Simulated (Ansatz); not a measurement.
# MgSe: a single-point run

Wanted: a converged single-point run for MgSe, and a check of what comes out. The structure is shown as the input types it.

Computed with Ansatz 0.2.0 (DFT, r2SCAN, PAW with Ansatz's default frozen-core files, scalar-relativistic, unless a step's input says otherwise).

**1. The system as given**

The structure is cubic, space group Fm-3m (No. 225). Conventional cell: a = 4.722 Å, b = 4.722 Å, c = 4.722 Å, α = 90.00°, β = 90.00°, γ = 90.00°. Mg (site symmetry m-3m) has 6 Se at 2.36 Å as nearest neighbours. Se (site symmetry m-3m) has 6 Mg at 2.36 Å as nearest neighbours.

As a file:

```cif
data_structure
_symmetry_space_group_name_H-M 'Fm-3m'
_symmetry_Int_Tables_number 225
_cell_length_a 4.7219
_cell_length_b 4.7219
_cell_length_c 4.7219
_cell_angle_alpha 90.000
_cell_angle_beta 90.000
_cell_angle_gamma 90.000
_cell_volume 105.28
loop_
_atom_site_label
_atom_site_type_symbol
_atom_site_symmetry_multiplicity
_atom_site_Wyckoff_symbol
_atom_site_fract_x
_atom_site_fract_y
_atom_site_fract_z
_atom_site_occupancy
Mg1 Mg 4 a 0.00000 0.00000 0.00000 1
Se1 Se 4 b 0.50000 0.00000 0.00000 1
```

**2. Input and run**

input.yaml reads:

```yaml
crystal:
  lattice:
    - [0.0, 2.3609346816, 2.3609346816]
    - [2.3609346816, 0.0, 2.3609346816]
    - [2.3609346816, 2.3609346816, 0.0]
  atoms:
    - { symbol: Mg, position: [0.0, 0.0, 0.0] }
    - { symbol: Se, position: [0.5, 0.5, 0.5] }
kpoints:
  mp_grid: { grid: [9, 9, 9] }
  band_path:
    path:
      - [0.0, 0.0, 0.0]
      - [0.5, 0.0, 0.5]
      - [0.625, 0.25, 0.625]
      - [0.375, 0.375, 0.75]
      - [0.0, 0.0, 0.0]
      - [0.5, 0.5, 0.5]
      - [0.5, 0.25, 0.75]
      - [0.5, 0.0, 0.5]
    npoints: 6
scf:
  occupations: { method: fermi_dirac, width: 0.03 }
  mixing: { algorithm: anderson, beta: 0.005, ndim: 1 }
  max_iter: 50
hamiltonian:
  xc: r2scan
  pseudopotentials: { kind: paw }
output:
  forces: true
  stress: true
  eigenvalues: true
  efg: { contact_densities: true }
  populations: true
```

Launch:

```sh
$ ansatz run input.yaml --threads 1 --pin off --max-ram 2048MiB --backend cpu --events-out ev --progress --plain --runs-dir out
```

What happens when this is run?

The run converged and reported no error. It gives a pressure of 72 GPa, which is large; a structure far from rest gives such values too, whatever the setting.

In the input, scf.mixing.algorithm is anderson; scf.mixing.beta is 0.005; scf.mixing.ndim is 1. What could go wrong: mixing too weak. The residual crept for many cycles and then fell at once, which so weak a step can't do by itself: the program changed its mixing. Several mixing settings were changed at once, so this run can't tell how much each is to blame.

The test: delete scf.mixing.algorithm, scf.mixing.beta and scf.mixing.ndim (the default then holds).
